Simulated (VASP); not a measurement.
Runs of VASP 6.6.1 on AgCl. Symmetry: Fm-3m, No. 225, cubic system. The conventional cell has a = 5.545 Å, b = 5.545 Å, c = 5.545 Å, α = 90.00°, β = 90.00°, γ = 90.00°. Ag (site symmetry m-3m) has 6 Cl at 2.77 Å as nearest neighbours. Cl (site symmetry m-3m) has 6 Ag at 2.77 Å as nearest neighbours. The cell is a database's computed one.

```csv
level,potentials or basis,k mesh,mesh quality,gap on the mesh (eV),pressure (GPa),relaxed volume (Å³/atom)
PBE+D3(BJ),"VASP PAW PBE potentials, release 64 (Ag, Cl)",8 × 8 × 8,not flagged,(a),0.0,20.87
RPBE,"VASP PAW PBE potentials, release 64 (Ag, Cl)",8 × 8 × 8,not flagged,1.16,0.0,23.90
PBEsol,"VASP PAW PBE potentials, release 64 (Ag, Cl)",4 × 4 × 4,coarse,0.72,0.0,20.27
PBEsol,"VASP PAW PBE potentials, release 64 (Ag, Cl)",8 × 8 × 8,not flagged,0.72,0.0,20.19
LDA,"VASP PAW LDA potentials, release 64 (Ag, Cl)",8 × 8 × 8,not flagged,(c),0.0,(b)
```

Alike in all rows: task relaxation of cell and atoms; no spin polarisation; cell relaxed; cutoff (eV) 600; smearing gaussian 0.02 eV.

Question: Fill in the values left out.

Answer: (a) 0.91; (b) 19.21; (c) 0.65.

Caveats: some runs use coarse meshes; the PAW data sets were made with another functional, which shifts forces and pressure a little (some runs).

A k mesh can miss the band edges, and the runs leave out spin-orbit coupling on Ag.
